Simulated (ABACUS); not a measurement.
Ge:

```
Ge
1.0
     0.00000    2.82891    2.82891
     2.82891    0.00000    2.82891
     2.82891    2.82891    0.00000
Ge
2
Direct
  0.25000 0.25000 0.25000
  0.00000 0.00000 0.00000
```

Program: ABACUS 3.10.1. Alike in all runs: task single point; no spin polarisation; cell as given; smearing fermi-dirac 0.05 eV.

Q: Order these runs on this cell by their pressure, lowest first.
A. level PBE; potentials or basis GBRV ultrasoft 1.5 PBE, plane waves; k mesh 6 × 6 × 6; cutoff (eV) 544; mesh quality not flagged
B. level revTPSS; potentials or basis SG15 ONCV 1.2 PBE, plane waves; k mesh 5 × 5 × 5; cutoff (eV) 1238; mesh quality not flagged
C. level rSCAN; potentials or basis SG15 ONCV 1.2 PBE, plane waves; k mesh 5 × 5 × 5; cutoff (eV) 1238; mesh quality coarse
D. level OLYP; potentials or basis SPMS ONCV 1.0 PBE, plane waves; k mesh 6 × 6 × 6; cutoff (eV) 1075; mesh quality not flagged

A: C (-1.2 GPa), B (0.6 GPa), A (3.7 GPa), D (6.5 GPa).

Caveats: some runs use coarse meshes; the potentials were made for another functional, which shifts forces and pressure (some runs).

Not every run made on this cell is shown here.
